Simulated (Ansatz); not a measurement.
KCl: changing the dispersion correction

The cell as given:

The structure is cubic, space group Fm-3m (No. 225). The conventional cell has a = 6.293 Å, b = 6.293 Å, c = 6.293 Å, α = 90.00°, β = 90.00°, γ = 90.00°. K (site symmetry m-3m) is surrounded by 6 Cl at 3.15 Å. Cl (site symmetry m-3m) has 6 K at 3.15 Å as nearest neighbours.

Kept alike: task relaxation of cell and atoms; functional PBEsol; k mesh 7 × 7 × 7; occupations fermi-dirac, width 0.05 eV; no spin polarisation. Program: Ansatz, Ansatz PAW, cutoff 420 eV. The mesh is that of the run's cell of 2 atoms. No spin-orbit coupling.

```csv
dispersion correction,volume (Å³/atom)
D3(BJ),28.788
D3(BJ)-ATM,28.926
D4,29.777
none,30.409
```

The relaxations keep at least the cell's symmetry (Fm-3m). Relaxations stop with a little pressure left, so the last digits of a volume or edge aren't settled. All rows use potentials made for PBE.

Question: What does the dispersion correction change here?

Answer: The volume runs from 28.788 (D3(BJ)) to 30.409 Å³/atom (none). Against no correction: D3(BJ) -5.3 %; D3(BJ)-ATM -4.9 %; D4 -2.1 %. Dispersion terms mostly attract and so lower the volume; the schemes' coefficients and damping set how far.
